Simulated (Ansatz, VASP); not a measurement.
CdTe in VASP and in Ansatz

```
Te Cd
1.0
     0.00000    3.16168    3.16168
     3.16168    0.00000    3.16168
     3.16168    3.16168    0.00000
Te Cd
1 1
Direct
  0.75000 0.75000 0.75000
  0.00000 0.00000 0.00000
```

Alike in both runs: task single point; functional RPBE; dispersion D3(BJ); k mesh 7 × 7 × 7; occupations fermi-dirac, width 0.05 eV; no spin polarisation.

|  | VASP | Ansatz |
| --- | --- | --- |
| version | VASP 6.6.1 | Ansatz 0.2.0 |
| potentials or method | VASP PAW PBE potentials, release 64 (Te, Cd) | Ansatz PAW |
| plane-wave cutoff (eV) | 520 | 420 |
| valence electrons in the cell | 18 | 36 |

Ansatz gave:

* gap on the k mesh at the Fermi level (eV): 1.15
* least direct gap on the mesh (eV): 1.15
* pressure (GPa): -1.1
* dispersion energy (meV/atom): -1609.4

Task: Estimate VASP's values.

Result: gap on the k mesh at the Fermi level (eV): 1.15; least direct gap on the mesh (eV): 1.15; pressure (GPa): -0.9; dispersion energy (meV/atom): -1609.3.

The two sets of potentials don't hold the same shells in valence.

Caveats: spin-orbit coupling is left out, which moves the levels of the heavy elements; the PAW data sets were made with another functional, which shifts forces and pressure a little (VASP); odd divisions of the mesh miss points on the zone boundary, where band edges often lie, so the gap on the mesh can be too wide (Ansatz); the PAW data sets come from PBE, with cores solved anew for the run's functional, which leaves a small shift of forces and pressure (Ansatz). Expect the measured gap to be larger: semilocal functionals such as RPBE lack the derivative discontinuity.
